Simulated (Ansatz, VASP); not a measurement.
Two plane-wave programs on I

```
I
1.0
     0.00000    2.27687    3.84457
     2.27264    0.00000    3.84457
     2.27264    2.27687    0.00000
I
1
Direct
  0.00000 0.00000 0.00000
```

Alike in both runs: functional r2SCAN; k mesh 14 × 14 × 14; occupations gaussian, width 0.1 eV; no spin polarisation.

Ansatz relaxed the structure, and its values are those at the end. VASP's run is a single point on that final structure, the one shown.

```csv
,VASP,Ansatz
version,VASP 6.6.1,Ansatz 0.2.0
potentials or method,"VASP PAW PBE potentials, release 64 (I)","scalar-relativistic, plane waves, PAW"
plane-wave cutoff (eV),520,500
valence electrons in the cell,7,17
```

|  | VASP | Ansatz | Ansatz less VASP |
| --- | --- | --- | --- |
| gap on the k mesh at the Fermi level (eV) | none | none | - |
| pressure (GPa) | 0.3 | 0.3 | +0.04 |

A gap of «none» marks a metal or a gap that the smearing closes. The two sets of potentials don't hold the same shells in valence.

Caveats: the PAW data sets were made with another functional, which shifts forces and pressure a little (VASP); an odd number of electrons without spin polarisation forces a metal; a magnetic or distorted state may lie lower. Spin-orbit coupling is left out, which matters for the levels of I.
